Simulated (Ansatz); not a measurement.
# CuI: energy against volume and a worked fit

```xyz
2
Lattice="0.0000 3.0315 3.0315 3.0315 0.0000 3.0315 3.0315 3.0315 0.0000" Properties=species:S:1:pos:R:3 pbc="T T T"
I     0.0000    0.0000    0.0000
Cu    4.5473    4.5473    4.5473
```

The cell was scaled at fixed shape and fractions and run with Ansatz, Ansatz PAW, cutoff 420 eV; PBE+D3(BJ), k mesh 8 × 8 × 8 on the cell of 2 atoms, fermi-dirac occupations of 0.05 eV, no spin polarisation, no spin-orbit coupling. Energies are those that the program minimises, any entropy of the smearing included.

| V (Å³/atom) | energy over the lowest row (meV/atom) |
| --- | --- |
| 26.1879 | 0.83 |
| 26.7451 | 0.00 |
| 27.3023 | 2.47 |
| 27.8595 | 7.83 |
| 28.4167 | ? |
| 28.9738 | 25.84 |
| 29.5310 | 37.90 |

**Question.** Fit the third-order Birch-Murnaghan form, give V0, B0 and B′, and predict the energy left open.

**Answer.** With y = (V0/V)^(2/3), E = E0 + (9 V0 B0/16) [(y - 1)³ B′ + (y - 1)² (6 - 4y)]. Least squares through the rows shown give V0 = 26.5968 Å³/atom, E0 = -0.12 meV, B0 = 46.79 GPa (1 eV/Å³ = 160.218 GPa) and B′ = 5.25, with a largest miss of 0.01 meV. At V = 28.4167 the form with these constants gives 15.72 meV; the run gave 15.73 meV an atom. Measured volume: 27.71 Å³/atom at 300 K (a printed reference work), so the fit lies -4.0 % from it. The runs are for a static lattice.
